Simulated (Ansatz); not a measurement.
## Fe, one cell by several methods

```xyz
1
Lattice="0.0000 1.7413 1.7413 1.7413 0.0000 1.7413 1.7413 1.7413 0.0000" Properties=species:S:1:pos:R:3 pbc="T T T"
Fe    0.0000    0.0000    0.0000
```

The cell was built from the fcc type and relaxed in the same program, and has space group Fm-3m; it needn't be a known or the stable phase.

Other magnetic orders may lie lower; this is the state that the run reached.

All numbers are computed: DFT, PBE, PAW with Ansatz's default frozen-core files, scalar-relativistic (Ansatz 0.2.0); DFT, PBE, all-electron LAPW, scalar-relativistic (Ansatz 0.2.0).

For PAW: a Γ-centred 18×18×18 k mesh, Fermi–Dirac smearing of 0.05 eV, cutoff 420 eV, spin-polarised from start moments Fe 3 μB. LAPW targets a basis error of 0.25 meV/atom. The Ansatz runs share mesh, smearing and spin set-up. Plane-wave (PAW) pressures include the program's estimate of the Pulay term.

Stress and pressure are positive in compression.

Levels count from the Fermi level.

PAW results:

```json
{"quantity": "pressure (GPa)", "PAW": "0.00"}
{"quantity": "moment of the cell (μB)", "PAW": "1.019"}
{"quantity": "highest filled spin-up level at Γ (eV)", "PAW": "-0.887"}
{"quantity": "lowest empty spin-up level at Γ (eV)", "PAW": "22.274"}
{"quantity": "highest filled spin-up level at X (eV)", "PAW": "-4.387"}
{"quantity": "lowest empty spin-up level at X (eV)", "PAW": "0.082"}
{"quantity": "highest filled spin-up level at L (eV)", "PAW": "-0.064"}
{"quantity": "lowest empty spin-up level at L (eV)", "PAW": "0.378"}
```

(1) What does LAPW (all electrons) give for the same quantities?

## Answers

(1) 
```
                              quantity    LAPW
                        pressure (GPa)    0.22
               moment of the cell (μB)   1.032
highest filled spin-up level at Γ (eV)  -0.917
  lowest empty spin-up level at Γ (eV)  22.253
highest filled spin-up level at X (eV)  -4.385
  lowest empty spin-up level at X (eV)   0.048
highest filled spin-up level at L (eV)  -0.073
  lowest empty spin-up level at L (eV)   0.371
```
